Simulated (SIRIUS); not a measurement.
CaF2 (Fluorite): single point with PBEsol

CaF2 (Fluorite):

```
CELL_PARAMETERS angstrom
0.00000 2.73100 2.73100
2.73100 0.00000 2.73100
2.73100 2.73100 0.00000
ATOMIC_POSITIONS crystal
Ca 0.00000 0.00000 0.00000
F 0.75000 0.75000 0.75000
F 0.25000 0.25000 0.25000
```

- Program: SIRIUS 7.12.0
- Task: single point
- Functional: PBEsol
- Potentials or basis: PseudoDojo 0.4.1 PBEsol standard (scalar relativistic)
- Cutoff: 1152 eV
- Density cutoff: 4606 eV
- k mesh: 8 × 8 × 8
- Occupations: fermi-dirac, width 0.05 eV
- Spin: no spin polarisation
- Libxc names: ["XC_GGA_X_PBE_SOL", "XC_GGA_C_PBE_SOL"]
- Energy tol: 1e-08 Ha
- Density tol: 1e-06
- Mixer: anderson
- Mixing beta: 0.7
- Max scf: 100
- Radial cutoff for the potentials' integrals: 6.5 bohr

| Quantity | Value |
| --- | --- |
| Pressure | -2.1 GPa |
| Band gap on the k mesh | 7.14 eV |

Wall time 46 s on 1 thread of AMD EPYC 7R43 64-Core Processor (Zen 3) (shared host), peak memory 0.3 GiB.

A k mesh can miss the band edges. Expect the measured gap to be larger: semilocal functionals such as PBEsol lack the derivative discontinuity.
